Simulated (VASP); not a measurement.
Input of a VASP 6.6.1 run:

INCAR

```
PREC = Accurate
ENCUT = 600
EDIFF = 1E-6
ISMEAR = -1
SIGMA = 0.05
LREAL = F
LASPH = T
NELM = 60
ALGO = Fast
ISIF = 3
LWAVE = F
LCHARG = F
GGA = CA
IBRION = 2
NSW = 40
EDIFFG = -0.01
```

The input KPOINTS:

```
Automatic mesh
0
Gamma
  12 12 12
```

File POSCAR:

```
Ga
1.0
   -1.3843987196      1.3843987196      2.3112238365
    1.3843987196     -1.3843987196      2.3112238365
    1.3843987196      1.3843987196     -2.3112238365
Ga
1
Direct
    0.0000000000      0.0000000000      0.0000000000
```

Potentials or basis: VASP PAW LDA potentials, release 64 (Ga_d).

Launch:

```console
$ cat potpaw_LDA.64/Ga_d/POTCAR > POTCAR
$ mpirun -np 1 vasp_std > vasp.out
```

(1) What does it give for the relaxed volume?

(2) Estimate the space group after relaxing (to 0.05 Å).

Results:

(1) 17.17 Å³/atom.

(2) I4/mmm (No. 139).
